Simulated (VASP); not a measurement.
Write the native input for VASP 6.6.1 that does the following.

* Task: work function
* Functional: PBEsol
* Potentials or basis: VASP PAW PBE potentials, release 64 (Al, P)
* Cutoff: 520 eV
* k mesh: 2 × 4 × 1
* Occupations: gaussian, width 0.05 eV
* Spin: no spin polarisation
* Dipole correction: yes
* Further INCAR settings: ALGO = Normal; EDIFF = 1e-06

The structure of AlP lies in POSCAR:

```
AlP                                     
1.0
    5.4510000000      0.0000000000      0.0000000000
    0.0000000000      3.8544390640      0.0000000000
    0.0000000000      0.0000000000     29.4905367250
  Al              P             
     8     8
Direct
     0.5617697304330913    0.5000000000000000    0.2855289978740027
     0.9835653799033329    0.0000000000000000    0.3323022158710041
     0.4881493639706207    0.5000000000000000    0.4023275605623793
     0.9870160994172916    0.0000000000000000    0.4663293306116631
     0.4870160994172915    0.5000000000000000    0.5336706693883366
     0.9881493639706209    0.0000000000000000    0.5976724394376204
     0.4835653799033328    0.5000000000000000    0.6676977841289958
     0.0617697304330912    0.0000000000000000    0.7144710021259971
     0.7648214001111562    0.0000000000000000    0.2631946427590869
     0.2348483680402614    0.5000000000000000    0.3364579913921326
     0.7413991131040661    0.0000000000000000    0.4001333722749537
     0.2384305450201799    0.5000000000000000    0.4677432235523153
     0.7384305450201801    0.0000000000000000    0.5322567764476845
     0.2413991131040662    0.5000000000000000    0.5998666277250465
     0.7348483680402614    0.0000000000000000    0.6635420086078673
     0.2648214001111561    0.5000000000000000    0.7368053572409129
```

One way to write it, as run:

INCAR

```
PREC = Accurate ; ENCUT = 520
EDIFF = 1E-6 ; ISMEAR = 0
SIGMA = 0.05 ; LREAL = False
LASPH = True ; NELM = 100
ALGO = Normal ; ISIF = 2
LWAVE = False ; LCHARG = True
LDIPOL = True ; IDIPOL = 3
DIPOL = 0.5 0.5 0.500 ; GGA = PS
LVHAR = True ; LVACPOTAV = True
KPAR = 2
```

KPOINTS

```
regular mesh
0
Gamma
  2 4 1
```

Potentials or basis: VASP PAW PBE potentials, release 64 (Al, P).

The run is started by

```console
$ cat potpaw_PBE.64/Al/POTCAR potpaw_PBE.64/P/POTCAR > POTCAR
$ mpirun -np 8 vasp_std > vasp.out
```

It gave:

The largest force is 0.021 eV/Å, the band gap on the k mesh is 1.08 eV, indirect (least direct gap 1.57 eV) and the ionisation potential of the upper face is 5.68 eV.

Caveat: the k mesh is coarse (spacing up to 0.58 Å⁻¹), so the values aren't converged; the PAW data sets were made with another functional, which shifts forces and pressure a little.

Run time: 67 s on 8 MPI ranks on Intel(R) Xeon(R) Platinum 8259CL CPU @ 2.50GHz (Skylake/Cascade Lake), on a shared host, peak memory 0.31 GiB a rank.
